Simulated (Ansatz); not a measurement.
Task: a point defect in a supercell of HfN, space group Fm-3m, with the Python package of Ansatz (0.2.0). Give the script and its output. Settings (first run): PBE, norm-conserving potentials, the default cutoff (1240 eV here), 2×2×2 k-points, cold smearing of 0.02 eV, D4 dispersion.

```
Hf N
1.0
     0.00000    2.25600    2.25600
     2.25600    0.00000    2.25600
     2.25600    2.25600    0.00000
Hf N
1 1
Direct
  0.00000 0.00000 0.00000
  0.50000 0.50000 0.50000
```

Script `defect_hfn.py`:
```python
'''Point defect (vacancy) in HfN.'''

import ansatz as az
import numpy as np
from pymatgen.core import Lattice, Structure
from pymatgen.io.ase import AseAtomsAdaptor


def main() -> None:
    pmg_structure = Structure(
        Lattice([(0.0, 2.256, 2.256), (2.256, 0.0, 2.256), (2.256, 2.256, 0.0)]),
        ['Hf', 'N'],
        [
            (0.0, 0.0, 0.0),
            (0.5, 0.5, 0.5),
        ],
    )
    crystal = az.Crystal.from_ase(AseAtomsAdaptor.get_atoms(pmg_structure))
    host = crystal.supercell(2)
    defective = host.vacancy('Hf', at=(0.0, 0.0, 0.0))

    def prepare(structure):
        return (
            structure.calculation()
            .functional(az.Functional.PBE, dispersion='d4')
            .pseudopotentials('nc')
            .kpoints(mesh=(2, 2, 2))
            .occupations('cold', width=0.02)
            .scf(tolerance=1e-08, algorithm='density_mixing')
            .band_table()
        )


    perfect = prepare(host).run().report
    calc = prepare(defective).relax(force_tolerance=0.05, max_steps=25)
    done = calc.run()
    r = done.report

    n_host, n_defect = len(perfect['lattice']['sites']), len(r['lattice']['sites'])
    print(f'perfect cell: {n_host} atoms, F = {perfect["free_energy_ev"]:.4f} eV')
    print(f'defect cell:  {n_defect} atoms, F = {r["free_energy_ev"]:.4f} eV')
    # chemical potentials are still to be added to this difference
    print(f'difference {r["free_energy_ev"] - perfect["free_energy_ev"]:.4f} eV (no chemical potentials)')

    for site in done.lattice.sites:
        print(f'{site.symbol:2s}', ' '.join(f'{v:8.4f}' for v in site.position_ang))

    start = np.array([site.position for site in defective.resolved().sites])
    step = np.array([site.position_frac for site in done.lattice.sites]) - start
    moved = np.linalg.norm((step - np.round(step)) @ done.lattice.cell_ang, axis=1)
    print('relaxation by atom (A):', ' '.join(f'{site.symbol}:{d:.3f}' for site, d in zip(done.lattice.sites, moved)))


if __name__ == '__main__':
    main()
```

```console
$ python defect_hfn.py
DeckWarning: basis.ecutwfc = 1240 eV, auto-derived from the records' recommended cutoffs: set by N (normal level)
perfect cell: 16 atoms, F = -60306.1760 eV
defect cell:  15 atoms, F = -53062.8732 eV
difference 7243.3028 eV (no chemical potentials)
N    2.2560   2.2560   2.2560
Hf   2.2560   2.2560   0.0000
N    4.5120   4.5120   2.3105
Hf   2.2560  -0.0000   2.2560
N    4.5120   2.3105   4.5120
Hf   4.5120   2.2560   2.2560
N    6.7135   4.5120   4.5120
Hf  -0.0000   2.2560   2.2560
N    2.3105   4.5120   4.5120
Hf   2.2560   4.5120   2.2560
N    4.5120   6.7135   4.5120
Hf   2.2560   2.2560   4.5120
N    4.5120   4.5120   6.7135
Hf   4.5120   4.5120   4.5120
N    6.7680   6.7680   6.7680
relaxation by atom (A): N:0.000 Hf:0.000 N:0.055 Hf:0.000 N:0.055 Hf:0.000 N:0.055 Hf:0.000 N:0.055 Hf:0.000 N:0.055 Hf:0.000 N:0.055 Hf:0.000 N:0.000
```
(Warnings from the package without file and line.)

Reading the output:
- The settings weren't tested for convergence.
- The run is spin-unpolarised.
- Dispersion corrections can be off by several per cent in the lattices of metals, and by several GPa in the pressure at a fixed cell.
- For a metal this mesh is far too coarse, so the numbers only illustrate the procedure.
- The difference holds no chemical potentials.
- Errors of mesh and smearing per atom add up over the supercell, so the energy can be off by tenths of an eV.
- Spin-orbit coupling, which matters for elements this heavy, is left out.
- The structure is a deposited one; some such entries were measured under pressure or heat, so a shift against it needn't be the functional's error alone.
- The supercell is small, so the defect meets its images and the energies aren't those of an isolated defect; a partly filled defect level may also lower its energy by spin or distortion. For a charged cell the difference holds no correction, alignment or term for the electrons' reservoir.
- Finished in 120 s on 1 thread of Arm Neoverse V2, with other jobs on the host, peak memory 1.2 GiB.
